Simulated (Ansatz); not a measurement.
# Sb (Sb, beta-Sn type): the cost of one run

Method: DFT RPBE, plane waves (420 eV) with PAW, scalar-relativistic; PBE-made PAW files, in Ansatz 0.2.0.

## 1. Starting point

The structure is tetragonal, space group I4_1/amd (No. 141). The conventional cell has a = 5.935 Å, b = 5.935 Å, c = 3.241 Å, α = 90.00°, β = 90.00°, γ = 90.00°. Sb (site symmetry -4m2) has 6 Sb at 3.08 to 3.24 Å as nearest neighbours.

Structure file:

```cif
data_structure
_symmetry_space_group_name_H-M 'P 1'
_symmetry_Int_Tables_number 1
_cell_length_a 4.4989
_cell_length_b 4.4989
_cell_length_c 4.4989
_cell_angle_alpha 97.454
_cell_angle_beta 97.454
_cell_angle_gamma 137.779
_cell_volume 57.08
loop_
_atom_site_label
_atom_site_type_symbol
_atom_site_fract_x
_atom_site_fract_y
_atom_site_fract_z
_atom_site_occupancy
Sb1 Sb 0.00000 0.00000 0.00000 1
Sb2 Sb 0.75000 0.25000 0.50000 1
```

## 2. Relaxation of the cell

input.yaml reads:

```yaml
crystal:
  lattice:
    - [-2.9676986405, 2.9676986405, 1.6203634577]
    - [2.9676986405, -2.9676986405, 1.6203634577]
    - [2.9676986405, 2.9676986405, -1.6203634577]
  atoms:
    - { symbol: Sb, position: [0.0, 0.0, 0.0] }
    - { symbol: Sb, position: [0.75, 0.25, 0.5] }
hamiltonian:
  xc: rpbe
  pseudopotentials:
    kind: paw
    azcp:
      Sb: "pseudopotentials/Sb.paw.azcp"
basis:
  ecutwfc: 420
  fft_grid_basis: typed
kpoints:
  mp_grid: { grid: [11, 11, 8], shift: [0, 0, 0] }
magnetization:
  spin_polarized: false
scf:
  occupations: { method: fermi_dirac, width: 0.1 }
relax:
  max_steps: 60
  f_tol: 0.01
  cell: {}
```

What time and memory should one allow on 2 threads of an Arm CPU, shared host?

About 36 s, with a peak of 0.53 GiB.
